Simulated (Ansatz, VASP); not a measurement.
Ti: VASP beside Ansatz

```xyz
2
Lattice="2.9500 0.0000 0.0000 -1.4750 2.5548 0.0000 0.0000 0.0000 4.6800" Properties=species:S:1:pos:R:3 pbc="T T T"
Ti    1.4750    0.8516    3.5100
Ti    0.0000    1.7032    1.1700
```

Alike in both runs: functional BLYP; k mesh 10 × 10 × 6; occupations fermi-dirac, width 0.05 eV; no spin polarisation.

|  | VASP | Ansatz |
| --- | --- | --- |
| version | VASP 6.6.1 | Ansatz 0.2.0 |
| potentials or method | VASP PAW PBE potentials, release 64 (Ti_sv), cutoff 520 eV | all-electron LAPW, scalar-relativistic |
| task | single point | band structure |

VASP gave:

```
gap on the k mesh at the Fermi level (eV)       : none
pressure (GPa)                                  : 0.9
largest component of the traceless stress (GPa) : 0.40
```

Q: Which values does Ansatz return?

A: gap on the k mesh at the Fermi level (eV): none; pressure (GPa): 0.9; largest component of the traceless stress (GPa): 0.41.

A gap of «none» marks a metal or a gap that the smearing closes. Ansatz ran all-electron here, so the differences hold the error of VASP's frozen core and of both bases.

Caveats: the PAW data sets were made with another functional, which shifts forces and pressure a little (VASP).
